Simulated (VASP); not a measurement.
The system is HfS2.

```
CELL_PARAMETERS angstrom
3.63966 0.00000 0.00000
-1.81983 3.15204 0.00000
0.00000 0.00000 6.05556
ATOMIC_POSITIONS crystal
Hf 0.00000 0.00000 0.00000
S 0.66667 0.33333 0.76395
S 0.33333 0.66667 0.23605
```

The cell is a database's computed one.

```yaml
Program: VASP 6.6.1
Task: relaxation of cell and atoms
Functional: rev-vdW-DF2
Potentials_or_basis: VASP PAW PBE potentials, release 64 (Hf_pv, S)
Cutoff: 600 eV
k_mesh: 9 × 9 × 5
Occupations: gaussian, width 0.03 eV
Spin: no spin polarisation
```

At the start: pressure -0.3 GPa; volume 23.16 Å³/atom.

Task: How do energy, volume and symmetry change on relaxing?

Result: Over 10 steps the energy falls by 5.9 meV/atom and the volume is 21.98 Å³/atom (-5.1 %); space group P-3m1 (No. 164, to 0.05 Å).

Step by step:
```
step  energy change (eV)  largest force (eV/Å)  pressure (GPa)  volume (Å³)
   1              0.0000                0.2067           -0.30        69.47
   2             -0.0047                0.1408           -0.21        69.04
   3             -0.0067                0.0531           -0.10        68.48
   4             -0.0096                0.0500           -0.06        68.07
   5             -0.0157                0.0399            0.10        66.83
   6             -0.0124                0.0062            0.67        64.36
   7             -0.0173                0.0473            0.31        66.03
   8             -0.0173                0.0439            0.35        65.81
   9             -0.0107                0.2466           -1.72        66.62
  10             -0.0176                0.0027            0.02        65.94
```

Final structure:
```
CELL_PARAMETERS angstrom
3.61381 0.00000 0.00000
-1.80690 3.12965 0.00000
0.00000 0.00000 5.83011
ATOMIC_POSITIONS crystal
Hf 0.00000 0.00000 0.00000
S 0.66667 0.33333 0.75070
S 0.33333 0.66667 0.24930
```

Caveat: the PAW data sets were made with another functional, which shifts forces and pressure a little.
